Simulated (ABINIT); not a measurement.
Cu3Au (Auricupride):

```
CELL_PARAMETERS angstrom
3.74000 0.00000 0.00000
0.00000 3.74000 0.00000
0.00000 0.00000 3.74000
ATOMIC_POSITIONS crystal
Au 0.00000 0.00000 0.00000
Cu 0.50000 0.50000 0.00000
Cu 0.50000 0.00000 0.50000
Cu 0.00000 0.50000 0.50000
```

Program: ABINIT 10.8.3 (patched build). Alike in all runs: no spin polarisation; cell as given; smearing fermi-dirac 0.05 eV. Hardware: 1 thread of Arm Neoverse V1 (shared host).

Problem. Order these runs on this cell by their wall time, lowest first.
A. task single point; level LDA; potentials or basis JTH PAW LDA v2.0; k mesh 6 × 6 × 6; cutoff (eV) 680; fine-grid cutoff 1278.94 eV; mesh quality not flagged
B. task single point; level LDA; potentials or basis JTH PAW LDA v2.0; k mesh 4 × 4 × 4; cutoff (eV) 680; fine-grid cutoff 1278.94 eV; mesh quality coarse
C. task band structure; level PW91; potentials or basis JTH PAW PBE v2.0; k mesh 7 × 7 × 7; cutoff (eV) 707; fine-grid cutoff 1306.15 eV; mesh quality not flagged

Solution. B (38 s), A (120 s), C (360 s).

Caveats: some runs use coarse meshes.

Runs at the PBE level aren't shown here.
